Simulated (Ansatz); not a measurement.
A relaxation computed with Ansatz, from input to last step.

```yaml
crystal:
  lattice:
    - [2.9881812495, 0.0, 0.0]
    - [0.0, 2.9881812495, 0.0]
    - [0.0, 0.0, 4.1934167993]
  atoms:
    - { symbol: Al, position: [0.5, 0.5, 0.5] }
    - { symbol: Ga, position: [0.0, 0.0, 0.0] }
    - { symbol: "N", position: [0.5, 0.0, 0.7396026286] }
    - { symbol: "N", position: [0.0, 0.5, 0.2603973714] }
basis:
  ecutwfc: 420
kpoints:
  mp_grid: { grid: [8, 8, 6] }
hamiltonian:
  xc: lda
scf:
  occupations: { method: gaussian, width: 0.02 }
output:
  forces: true
  stress: true
  eigenvalues: true
relax:
  adjacent_minimum: "off"
  f_tol: 0.01
  max_steps: 30
  cell: { stress_tol: 0.1, fix: [volume] }
```

```bash
ansatz run input.yaml --threads 1 --pin off --max-ram 2560MiB --backend cpu --events-out ev --progress --plain --runs-dir out
```

Theory: DFT LDA, scalar-relativistic, plane waves, PAW (Ansatz 0.2.0).

The volume is held at 0.88 times that of the relaxed cell.

Of 4 frames 3 are shown, positions in Å and forces in eV/Å; the SCF threshold varies from step to step. Steps run on the plane waves of an earlier cell, with a Pulay correction in the pressure. The basis is chosen afresh for the last frame, the zero of the energies, and at times for earlier ones too; energy and pressure step there, also at an unchanged geometry.

```xyz
4
Lattice="2.9882 0.0000 0.0000 0.0000 2.9882 0.0000 0.0000 0.0000 4.1934" Properties=species:S:1:pos:R:3:forces:R:3 pbc="T T T" step=1 free_energy_over_end_meV_per_atom=0.00 pressure_GPa=34.20
Al    1.4941    1.4941    2.0967    0.0000    0.0000    0.0000
Ga    0.0000    0.0000    0.0000    0.0000    0.0000    0.0000
N     1.4941    0.0000    3.1015    0.0000    0.0000   -0.0300
N     0.0000    1.4941    1.0920    0.0000    0.0000    0.0300
4
Lattice="2.9887 0.0000 0.0000 0.0000 2.9887 0.0000 0.0000 0.0000 4.1919" Properties=species:S:1:pos:R:3:forces:R:3 pbc="T T T" step=2 free_energy_over_end_meV_per_atom=-0.01 pressure_GPa=34.19
Al    1.4944    1.4944    2.0959    0.0000    0.0000    0.0000
Ga    0.0000    0.0000    0.0000    0.0000    0.0000    0.0000
N     1.4944    0.0000    3.0999    0.0000    0.0000   -0.0158
N     0.0000    1.4944    1.0920    0.0000    0.0000    0.0158
4
Lattice="2.9899 0.0000 0.0000 0.0000 2.9899 0.0000 0.0000 0.0000 4.1886" Properties=species:S:1:pos:R:3:forces:R:3 pbc="T T T" step=4 free_energy_over_end_meV_per_atom=0.00 pressure_GPa=34.18
Al    1.4949    1.4949    2.0943    0.0000    0.0000    0.0000
Ga    0.0000    0.0000    0.0000    0.0000    0.0000    0.0000
N     1.4949    0.0000    3.0969    0.0000    0.0000    0.0003
N     0.0000    1.4949    1.0917    0.0000    0.0000   -0.0003
```

The run took 40 s on 1 thread of Intel(R) Xeon(R) Processor @ 2.50GHz (Skylake/Cascade Lake), on a shared host, peak memory 0.38 GiB.